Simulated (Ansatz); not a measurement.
## SiNi: frozen-core PAW against all-electron methods

```xyz
4
Lattice="3.0664 0.0000 0.0000 0.0000 3.3166 0.0000 0.0000 0.0000 4.7596" Properties=species:S:1:pos:R:3 pbc="T T T"
Si    1.5332    1.6583    4.0090
Si    0.0000    0.0000    0.7506
Ni    1.5332    1.6583    1.6383
Ni    0.0000    0.0000    3.1212
```

Atom numbers follow the list: Si1, Si2, Ni3, Ni4.

The cell is COD entry 2300377, as deposited and not checked against the literature; nothing was relaxed. The listed cell was then made from it by scaling, straining or moving an atom.

Methods: DFT, PBE, PAW with Ansatz's default frozen-core files, scalar-relativistic (Ansatz 0.2.0); DFT, PBE, all-electron PAW with datasets made for the crystal, scalar-relativistic (Ansatz 0.2.0); DFT, PBE, all-electron LAPW, scalar-relativistic (Ansatz 0.2.0).

For PAW: a Γ-centred 11×10×7 k mesh, Fermi–Dirac smearing of 0.05 eV, cutoff 420 eV, spin-polarised from start moments Ni3 1.5, Ni4 1.5 μB (the moments died away, and the run ended non-magnetic). The crystal-made all-electron datasets (AE datasets) take a cutoff of 360 eV at this cell. LAPW targets a basis error of 1 meV/atom. The Ansatz runs share mesh, smearing and spin set-up. Plane-wave (PAW) pressures include the program's estimate of the Pulay term.

Stress and pressure are positive in compression.

The change that made this cell: volume scaled by 1.04.

```tsv
quantity	PAW	AE datasets	LAPW
pressure (GPa)	-5.62	-5.64	-5.62
stress xx (GPa)	-4.90	-4.91	-4.90
stress yy (GPa)	-5.57	-5.57	-5.56
stress zz (GPa)	-6.38	-6.43	-6.41
force on Ni3, z (eV/Å)	-0.213	-0.211	-0.210
```

PAW's pressure differs from the LAPW value by about 0.01 GPa or less.
